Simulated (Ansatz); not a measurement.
Relaxed bulk AlNi:

```xyz
2
Lattice="2.8622 0.0000 0.0000 0.0000 2.8622 0.0000 0.0000 0.0000 2.8622" Properties=species:S:1:pos:R:3 pbc="T T T"
Al    0.0000    0.0000    0.0000
Ni    1.4311    1.4311    1.4311
```

Miller indices refer to the conventional cell of Pm-3m (No. 221), a = 2.862 Å, b = 2.862 Å, c = 2.862 Å, α = 90.00°, β = 90.00°, γ = 90.00°.

The (111) slab of 15 planes, 11.6 Å thick with 15 Å of vacuum as cut; outer planes Ni (top) and Ni (bottom).

Computed with DFT PBEsol, scalar-relativistic, plane waves, PAW in Ansatz. Cutoff 420 eV; k points 9×9×1 on the computed 15-atom cell (Γ-centred); Gaussian smearing, width 0.10 eV; no spin polarisation. A dipole correction removes the field between periodic images along c.

The slab isn't stoichiometric (Al7Ni8), so its surface energy depends on the chemical potentials; it is given with the excess atoms taken from the element's standard state, a limit at which the compound may itself be unstable, so the figure can be too low.

With the atoms at the bulk's places:

For the slab as cut, the surface energy with the excess atoms taken from the elements is 2.47 J/m². The work function is 4.30 eV.

(1) What changes when all atoms relax within this surface cell and its symmetry?

Answers

(1) The energy falls by 0.281 J/m² a face, and the largest move is 0.27 Å.

| Property | Result |
| --- | --- |
| Surface energy with the excess atoms taken from the elements | 2.19 J/m² |
| Work function | 4.48 eV |

```csv
plane (bottom to top),atoms,"spacing to next, bulk (Å)",relaxed (Å),change (%)
1,Ni,0.826,0.487,-41.0
2,Al,0.826,0.832,+0.7
3,Ni,0.826,0.942,+14.1
4,Al,0.826,0.765,-7.4
5,Ni,0.826,0.816,-1.2
6,Al,0.826,0.857,+3.7
7,Ni,0.826,0.812,-1.7
8,Al,0.826,0.812,-1.7
9,Ni,0.826,0.857,+3.7
10,Al,0.826,0.816,-1.2
11,Ni,0.826,0.765,-7.4
12,Al,0.826,0.942,+14.1
13,Ni,0.826,0.832,+0.7
14,Al,0.826,0.487,-41.0
15,Ni,,,
```